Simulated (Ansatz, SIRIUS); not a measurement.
**Cost and result for the equilibrium volume of Nb**

**What was measured.** The equilibrium volume of Nb (Im-3m) is reported as 17.9 Å³/atom (arxiv:1906.07796). The runs below try to reproduce it.

The structure is cubic, space group Im-3m (No. 229). Conventional cell: a = 3.328 Å, b = 3.328 Å, c = 3.328 Å, α = 90.00°, β = 90.00°, γ = 90.00°. Nb (site symmetry m-3m) has 8 Nb at 2.88 Å as nearest neighbours.

```tsv
rung	level	program and potentials	cutoff (eV)	k mesh	smearing	task	spin	core time	chip	equilibrium volume (Å³/atom)	miss	notes
GGA	PBE	Ansatz, Ansatz PAW	420	11 × 11 × 11	fermi-dirac 0.05	equation of state	off	4.9 s	Arm Neoverse V2	18.21	+1.7 %	-
GGA	PBEsol	Ansatz, Ansatz PAW	420	11 × 11 × 11	fermi-dirac 0.05	equation of state	SOC, no magnetisation	12 s	Intel Xeon 6975P-C Granite Rapids	17.59	-1.7 %	potentials made for PBE, which Ansatz adapts in part
meta-GGA	r2SCAN	Ansatz, Ansatz PAW	500	11 × 11 × 11	fermi-dirac 0.05	equation of state	off	13 s	Arm Neoverse V2	18.09	+1.1 %	potentials made for PBE, which Ansatz adapts in part
GGA + dispersion	PBEsol+D3(BJ)	Ansatz, all-electron LAPW, scalar-relativistic	-	11 × 11 × 11	fermi-dirac 0.05	relaxation of cell and atoms	off	14 s	Arm Neoverse V1	16.90	-5.6 %	-
hybrid	HSE03	Ansatz, Ansatz PAW	420	6 × 6 × 6	fermi-dirac 0.05	relaxation of cell and atoms	off	52 s	Intel Xeon	17.47	-2.4 %	coarse mesh; potentials made for PBE, which Ansatz adapts in part
Hartree-Fock	HF	Ansatz, Ansatz PAW	420	6 × 6 × 6	fermi-dirac 0.05	relaxation of cell and atoms	off	65 s	Intel Xeon	18.34	+2.5 %	coarse mesh; potentials made for PBE, which Ansatz adapts in part
GGA + dispersion	PBE+D4	SIRIUS, all-electron FP-LAPW, apw+lo standard	-	11 × 11 × 11	fermi-dirac 0.05	equation of state	off	2.1 min	Arm Neoverse V2	17.90	+0.0 %	-
```

Times are single runs on shared hosts and different chips, so they are rough; meshes, cutoffs and the tasks' sizes weigh on the time. Smearing widths are in eV. For a metal such meshes aren't converged. Meshes differ between rows, which moves values too. Meshes are those of the run's cell of 1 atom unless a note names another. Relaxations start from the cell shown or near it and stop with a little pressure left. The cell shown, of 18.43 Å³ an atom, is the runs' start and not the measured value. Misses use the values as printed. Runs on faulty files, with rough fits or with known faults for this quantity aren't shown.

By rung: GGA 17.59 to 18.21; GGA + dispersion 16.90 to 17.90; meta-GGA 18.09; hybrid on coarse meshes 17.47; Hartree-Fock on coarse meshes 18.34 (Å³/atom). Measured: 17.9 Å³/atom (arxiv:1906.07796). Closest, coarse meshes and atomic bases left aside, is PBE+D4 (+0.0 %), and PBE misses by +1.7 % on plain settings. The runs are for a static lattice, while measurements hold temperature and zero-point motion.

Niobium's compact lattice owes its stiffness to a partly filled 4d band whose occupied states are mainly bonding, so modest changes in the functional shift the volume by only a few per cent. PBE and r2SCAN overestimate the measured volume slightly, while PBEsol falls below it. This is the usual ordering for a transition metal, since PBEsol's weaker gradient enhancement of exchange favours denser structures, though spin-orbit coupling may also contribute here.

The largest miss, 16.90 Å³/atom with PBEsol+D3(BJ), probably reflects pairwise attraction added to a functional that already binds tightly. Conduction electrons screen such interactions in a metal, so the match of PBE+D4 to experiment may be a cancellation of errors and is no evidence that dispersion governs the bonding. Nor does the moderate Hartree-Fock miss vindicate that method for niobium, because unscreened exchange wrongly suppresses the density of states at the Fermi level. Agreement in volume alone doesn't establish an equally good cohesive energy or bulk modulus.
